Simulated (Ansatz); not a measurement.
AgI, DFT, LDA, PAW with Ansatz's default frozen-core files, scalar-relativistic (Ansatz 0.2.0), run on 1 thread of Arm Neoverse V1 on a shared host.

The cell is COD entry 1011050, as deposited and not checked against the literature; nothing was relaxed. It is an old determination, and later ones may differ. The listed cell was then made from it by scaling, straining or moving an atom.

Command: `ansatz run input.yaml --threads 1 --pin off --max-ram 4096MiB --backend cpu --events-out ev --progress --plain --runs-dir out`

```yaml
crystal:
  lattice:
    - [4.5800015808, 0.0, 0.0]
    - [-2.2900007904, 3.9663977183, 0.0]
    - [0.0, 0.0, 7.5851]
  atoms:
    - { symbol: Ag, position: [0.3333333333, 0.6666666667, 0.0] }
    - { symbol: Ag, position: [0.6666666667, 0.3333333333, 0.5] }
    - { symbol: I, position: [0.3333333333, 0.6666666667, 0.375] }
    - { symbol: I, position: [0.6666666667, 0.3333333333, 0.875] }
kpoints:
  mp_grid: { grid: [8, 8, 4] }
scf:
  occupations: { method: fermi_dirac, width: 0.02 }
hamiltonian:
  xc: lda
  pseudopotentials: { kind: paw }
output:
  forces: true
  stress: true
  eigenvalues: true
  efg: { contact_densities: true }
```

Question: How large is the problem that the program sets up?

Answer: 30 irreducible k-points, 2719 plane waves at Γ, 44 bands.

Question: Estimate the wall time and the peak memory.

Answer: 17 s of wall time for 7 SCF iterations, with a peak of 0.42 GiB. Times on shared machines scatter by tens of per cent.

Question: And the same cell and mesh by crystal-made all-electron datasets, asked for forces, stress, eigenvalues, efg, on the same hardware?

Answer: 22 s, peak memory 0.66 GiB.
